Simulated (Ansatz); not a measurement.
## HfB2: relaxation of cell and atoms with PBE+U

HfB2:

```
Hf B
1.0
     3.14000    0.00000    0.00000
    -1.57000    2.71932    0.00000
     0.00000    0.00000    3.48000
Hf B
1 2
Direct
  0.00000 0.00000 0.00000
  0.66667 0.33333 0.50000
  0.33333 0.66667 0.50000
```

```yaml
Program: Ansatz 0.2.0
Task: relaxation of cell and atoms
Functional: PBE
Potentials_or_basis: Ansatz PAW
Cutoff: "420 eV (not typed: the program's choice for these potentials)"
k_mesh: 10 × 10 × 8
Occupations: fermi-dirac, width 0.05 eV
Spin: no spin polarisation
Hubbard_terms: Hf d U = 2 eV
Hubbard_projectors: ortho-atomic (the default)
Double_counting: fll (the default)
```

```yaml
Relaxed_volume: 10.04 Å³/atom
Relaxed_cell: a = 3.147 Å, b = 3.147 Å, c = 3.514 Å, α = 90.00°, β = 90.00°, γ = 120.00°
Space_group_after_relaxing_to_0.05_Å: P6/mmm (No. 191)
Energy_gained_by_relaxing: 1.8 meV/atom
Ionic_steps: 5
Pressure_after_relaxing: 0.0 GPa
Band_gap_on_the_k_mesh: none (metal or under the smearing width)
```

Step by step:
```
step  energy change (eV)  largest force (eV/Å)  volume (Å³)
   1              0.0000                0.0000        29.71
   2             -0.0025                0.0000        30.32
   3             -0.0047                0.0000        30.16
   4             -0.0048                0.0000        30.13
   5             -0.0053                0.0000        30.13
```

Final structure:
```xyz
3
Lattice="3.1468 0.0000 0.0000 -1.5734 2.7252 0.0000 0.0000 0.0000 3.5137" Properties=species:S:1:pos:R:3 pbc="T T T"
Hf    0.0000    0.0000    0.0000
B     1.5734    0.9084    1.7568
B     0.0000    1.8168    1.7568
```

Levels at points of the mesh, in eV from the Fermi level:
```
             k point  band 14  band 15  band 16  band 17  band 18  band 19
  (0.00, 0.00, 0.00)    -2.88    -2.83    -2.83     4.11     4.11     4.52
 (0.00, 0.00, -0.50)    -1.18    -1.18     0.49     0.49     1.06     1.06
 (0.00, -0.50, 0.00)    -4.07    -3.44    -2.71     1.99     2.83     5.46
(0.00, -0.50, -0.50)    -4.88    -4.65    -2.85     3.88     4.05     6.22
```

Eigenvalues of the final occupation matrices:
```csv
site,spin,trace,eigenvalues
site 1,1,1.49,0.28 0.28 0.28 0.32 0.32
```

Wall time 8.7 s on 2 threads of Arm Neoverse V2, with other jobs on the host, peak memory 0.37 GiB.

Caveat: the plane-wave basis is chosen anew once the cell has moved, so the energies of steps on either side of that aren't comparable; U without spin polarisation on a metal has little footing; the U is typed as a test and isn't derived for this compound. PBE usually gives volumes a little too large and moduli too small.
